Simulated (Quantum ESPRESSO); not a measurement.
# BaZrO3 in Quantum ESPRESSO: the effect of functional

The system is BaZrO3.

```
CELL_PARAMETERS angstrom
4.19134 0.00000 0.00000
0.00000 4.19134 0.00000
0.00000 0.00000 4.19134
ATOMIC_POSITIONS crystal
Ba 0.00000 0.00000 0.00000
Zr 0.50000 0.50000 0.50000
O 0.50000 0.50000 0.00000
O 0.50000 0.00000 0.50000
O 0.00000 0.50000 0.50000
```

Alike in all runs:

| Property | Result |
| --- | --- |
| Program | Quantum ESPRESSO 7.5 |
| Task | dielectric tensor |
| Cutoff | 1143 eV |
| Density cutoff | 4572 eV |
| k mesh | 4 × 4 × 4, shifted |
| Occupations | fermi-dirac, width 0.05 eV |
| Spin | no spin polarisation |

| functional | potentials or basis | pressure (GPa) | dielectric constant (mean) |
| --- | --- | --- | --- |
| LDA | PseudoDojo 0.4.1 SR LDA standard | -5.0 | 4.82 |
| PBE | PseudoDojo 0.4.1 SR PBE standard | 4.2 | 4.77 |
| PBEsol | PseudoDojo 0.4.1 SR PBEsol standard | -1.1 | 4.84 |
| WC | PseudoDojo 0.4.1 SR PBE standard | -0.6 | 4.85 |
| BLYP | PseudoDojo 0.4.1 SR PBE standard | 9.5 | 4.67 |
| AM05 | PseudoDojo 0.4.1 SR PBE standard | ? | ? |

Question: What does the run with functional AM05 give?

Answer: Pressure 0.0 GPa; dielectric constant 4.85 mean.

Caveats: this release of the barium file is off; the cell is more than 3 GPa from zero pressure, which shifts response properties (some runs); the potentials were made for another functional, which shifts forces and pressure (some runs).
